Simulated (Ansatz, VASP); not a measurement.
**One calculation of Si, two programs**

```xyz
2
Lattice="-0.0815 2.6747 2.6747 2.6747 -0.0815 2.6747 2.6747 2.6747 -0.0815" Properties=species:S:1:pos:R:3 pbc="T T T"
Si    2.6340    2.6340    2.6340
Si    3.9510    3.9510    3.9510
```

Change from the starting cell: equal xy, yz and zx shear strains of -3 %.

Alike in both runs: task single point; functional PBE; k mesh 11 × 11 × 11; occupations fermi-dirac, width 0.08 eV; no spin polarisation.

```csv
,VASP,Ansatz
version,VASP 6.6.1,Ansatz 0.2.0
potentials or method,"VASP PAW PBE potentials, release 64 (Si), cutoff 520 eV","all-electron LAPW, scalar-relativistic"
```

|  | VASP | Ansatz | Ansatz less VASP |
| --- | --- | --- | --- |
| pressure (GPa) | 2.3 | 2.3 | +0.05 |
| largest component of the traceless stress (GPa) | 3.37 | 3.36 | -0.009 |
| rms of the force components (eV/Å) | 0.348 | 0.349 | +0.0019 |

Atom by atom the forces differ by 0.002 eV/Å (rms over components). Ansatz ran all-electron here, so the differences hold the error of VASP's frozen core and of both bases.
